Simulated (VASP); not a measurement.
Si, 16 atoms in the cell. The cell holds a slab with vacuum, 16 atoms: a = 7.641 Å, b = 3.821 Å, c = 24.055 Å, α = 90.00°, β = 90.00°, γ = 90.00°. The cell was built by a generator and needn't be a form met in nature.

| Property | Result |
| --- | --- |
| Program | VASP 6.6.1 |
| Task | relaxation of the atoms |
| Functional | LDA |
| Potentials or basis | VASP PAW LDA potentials, release 64 (Si) |
| Cutoff | 520 eV |
| k mesh | 4 × 7 × 1 |
| Occupations | gaussian, width 0.03 eV |
| Spin | no spin polarisation |
| Dipole correction | yes |
| Further INCAR settings | ALGO = Fast; EDIFF = 1e-06; ISYM = 0; IBRION = 2; EDIFFG = -0.01; NSW = 90 |

Potentials or basis: VASP PAW LDA potentials, release 64 (Si).

Command:

```bash
$ cat potpaw_LDA.64/Si/POTCAR > POTCAR
$ mpirun -np 4 vasp_std > vasp.out
```

Hardware: 4 MPI ranks on Intel(R) Xeon(R) 6975P-C (Granite Rapids) (shared host).

**Question.** How long does it take, and how much memory?

**Answer.** Wall time 29 min on 4 MPI ranks on Intel(R) Xeon(R) 6975P-C (Granite Rapids), with other jobs on the host, peak memory 0.72 GiB a rank. Counts: scf iterations 305, k points 15, ion steps 34.
